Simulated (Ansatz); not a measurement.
**Ca (simple hexagonal type): how the settings move a single-point run**

Question: which choices in the input matter for Ca (simple hexagonal type)?

Computed with Ansatz 0.2.0 (reference: DFT, PBE, all-electron PAW with datasets made for the crystal, scalar-relativistic, unless a step's input says otherwise).

1 further run of the same task is left out (it didn't finish).

## Step 1: The system as given

It takes space group P6/mmm (No. 191, hexagonal). Conventional cell: a = 3.566 Å, b = 3.566 Å, c = 3.278 Å, α = 90.00°, β = 90.00°, γ = 120.00°. Ca (site symmetry 6/mmm) has 8 Ca at 3.28 to 3.57 Å as nearest neighbours.

Coordinates:

```cif
data_structure
_symmetry_space_group_name_H-M 'P6/mmm'
_symmetry_Int_Tables_number 191
_cell_length_a 3.5660
_cell_length_b 3.5660
_cell_length_c 3.2785
_cell_angle_alpha 90.000
_cell_angle_beta 90.000
_cell_angle_gamma 120.000
_cell_volume 36.10
loop_
_atom_site_label
_atom_site_type_symbol
_atom_site_symmetry_multiplicity
_atom_site_Wyckoff_symbol
_atom_site_fract_x
_atom_site_fract_y
_atom_site_fract_z
_atom_site_occupancy
Ca1 Ca 1 a 0.00000 0.00000 0.00000 1
```

## Step 2: Baseline

Input file input.yaml:

```yaml
crystal:
  lattice:
    - [3.5659582977, 0.0, 0.0]
    - [-1.7829791488, 3.0882104746, 0.0]
    - [0.0, 0.0, 3.2784955747]
  atoms:
    - { symbol: Ca, position: [0.0, 0.0, 0.0] }
kpoints:
  mp_grid: { grid: [12, 12, 11] }
scf:
  occupations: { method: fermi_dirac, width: 0.08 }
hamiltonian:
  xc: pbe
  pseudopotentials: { kind: all_electron, datasets: crystal }
output:
  forces: true
  stress: true
  eigenvalues: true
```

Command:

```
$ ansatz run input.yaml --threads 1 --pin off --max-ram 2048MiB --backend cpu --events-out ev --progress --plain --runs-dir out
```

## Step 3: Changed: occupations.method cold, occupations.width 0.005

input.yaml, as its differences from that of step 2:

```diff
@@ -10,3 +10,3 @@
 scf:
-  occupations: { method: fermi_dirac, width: 0.08 }
+  occupations: { method: cold, width: 0.005 }
 hamiltonian:
```

Before running it: what results should come out? Wanted: for each run, ending; energy change; pressure; gap; force.

As calculated:

```
                                                run     ending        energy change  pressure (GPa)  gap (eV)  force (eV/Å)  cycles   time
                                          reference  converged                    0             3.0      0.00          0.00       6  4.5 s
1: occupations.method cold, occupations.width 0.005  converged  +0.3 meV/atom (σ→0)             2.9      0.00          0.00       7    5 s
```

Residual by cycle in the longest SCF loop of each run; runs are numbered as in the table. The quantity is the density residual dr2, in eV.

```
cycle  reference   run 1
    1     0.0522  0.0533
    2     0.0246  0.0252
    3     3.6e-4  3.9e-4
    4     3.0e-5  3.4e-5
    5     7.7e-8  1.6e-6
    6     3.0e-8  5.9e-8
    7          -  1.8e-9
```

What this shows: Changing the smearing hardly moves the energy: +0.3 meV/atom. Cost: 7 SCF cycles against 6.
